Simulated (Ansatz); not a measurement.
Molecular dynamics on a 1×1×1 supercell (4 atoms) of CSi (ordering on diamond), relaxed with r2SCAN. Forces come from r2SCAN in the PAW code Ansatz: constant energy and volume (NVE), velocities drawn at 1700 K, steps of 1.5 fs. Classical nuclei, no spin polarisation; a few dozen steps show the first response, not equilibrium. The structure comes from a prototype and may be hypothetical.

```yaml
crystal:
  lattice:
    - [1.5415877827, 0.8900361213, 5.3212273245]
    - [-1.5415877827, 0.8900361213, 5.3212273245]
    - [0.0, -1.7800722426, 5.3212273245]
  atoms:
    - { symbol: C, position: [0.449191069, 0.449191069, 0.449191069] }
    - { symbol: Si, position: [0.9254740595, 0.9254740595, 0.9254740595] }
    - { symbol: Si, position: [0.0745259405, 0.0745259405, 0.0745259405] }
    - { symbol: C, position: [0.550808931, 0.550808931, 0.550808931] }
kpoints:
  mp_grid: { grid: [6, 6, 6] }
hamiltonian:
  xc: r2scan
scf:
  occupations: { method: fermi_dirac, width: 0.146 }
md:
  ensemble: nve
  temperature: 1700
  timestep: 1.5
  n_steps: 20
  initial_velocities: maxwell_boltzmann
  seed: 2596
```

Command: `ansatz run input.yaml --threads 4 --pin off --max-ram 3686MiB --backend cpu --events-out ev --progress --plain --runs-dir out`. Wall time 91 s on 4 threads of Arm Neoverse N1 (shared host), load about 0.9 per core; peak host memory 0.55 GiB.

Q: How do temperature and energy develop?

A: The temperature starts at 1700 K, is lowest at step 8 (298 K, 12 fs) and ends at 859 K. The atoms start on their lattice sites with kinetic energy alone, so much of it first passes into potential energy. The conserved energy stays within 1.41 meV an atom. By the last step the atoms have moved 0.13 Å in the root mean square, the drift of the whole cell taken out, 0.17 Å at most.
```tsv
step	t (fs)	T (K)	free energy F from step 0 (meV/atom)	kinetic energy (meV/atom)	largest force (eV/Å)
0	0	1700	0.0	164.8	0.01
1	1.5	1638	6.1	158.8	0.74
2	3	1465	23.1	142.0	1.39
3	4.5	1216	47.6	117.9	1.93
4	6	935	75.0	90.7	2.36
5	7.5	670	101.0	65.0	2.69
6	9	461	121.5	44.6	2.92
7	10.5	333	133.9	32.3	3.08
8	12	298	137.2	28.9	3.16
9	13.5	351	132.1	34.0	3.20
10	15	470	120.3	45.6	3.20
11	16.5	631	104.5	61.2	3.15
12	18	805	87.5	78.0	3.06
13	19.5	965	71.9	93.6	2.93
14	21	1093	59.4	106.0	2.73
15	22.5	1176	51.3	114.0	2.48
16	24	1210	48.0	117.3	2.17
17	25.5	1193	49.7	115.7	1.84
18	27	1125	56.3	109.0	1.98
19	28.5	1010	67.5	97.9	2.22
20	30	859	82.2	83.3	2.36
```

Positions (Å) and forces (eV/Å) at step 20:
```
C   -0.049  -0.086   7.173    -0.937   1.610  -0.016
Si   0.102   0.006  14.787    -0.047   1.735  -0.523
Si  -0.138  -0.015   1.198     1.533  -1.229  -0.352
C    0.132   0.107   8.740    -0.548  -2.116   0.891
```
